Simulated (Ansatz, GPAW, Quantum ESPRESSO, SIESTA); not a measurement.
**Sn: programs and potentials compared**

```
Sn
1.0
     0.00000    3.23334    3.23334
     3.23334    0.00000    3.23334
     3.23334    3.23334    0.00000
Sn
2
Direct
  0.75000 0.75000 0.75000
  0.50000 0.50000 0.50000
```

This isn't the form of Sn at room conditions, which is tetragonal (white tin).

Alike in all runs: task band structure; functional PBE; k mesh 7 × 7 × 7; occupations fermi-dirac, width 0.05 eV; no spin polarisation; no spin-orbit coupling. Pressure is positive in compression and, in plane waves, holds the error of the finite cutoff, which Ansatz's Pulay term estimates and takes out.

```csv
program and potentials,plane-wave cutoff (eV),notes,pressure (GPa)
"SIESTA, files PseudoDojo sr-pbe-0.4.1-standard, DZP (energy shift 0.003 Ry; two zetas on semicore shells)",-,atomic basis,4.07
"Quantum ESPRESSO, SG15 PBE 1.2",952,-,3.83
"GPAW, GPAW PAW data sets (gpaw-data 1.2.1)",600,-,3.53
"Ansatz, JTH PAW",6600,-,3.83
"Quantum ESPRESSO, PseudoDojo 0.4.1 SR PBE standard",980,-,3.88
"Ansatz, all-electron LAPW, scalar-relativistic",-,-,3.82
```

The pressure spans 3.53 (GPAW, GPAW PAW data sets (gpaw-data 1.2.1)) to 4.07 GPa (SIESTA, files PseudoDojo sr-pbe-0.4.1-standard, DZP (energy shift 0.003 Ry; two zetas on semicore shells)), with all-electron results at 3.82. Rows in atomic bases carry the error of their basis and grid, which can be large.

The functional is the same throughout but for its coding, so the spread measures potentials, basis and numerics; runs on potential files found faulty are left out.
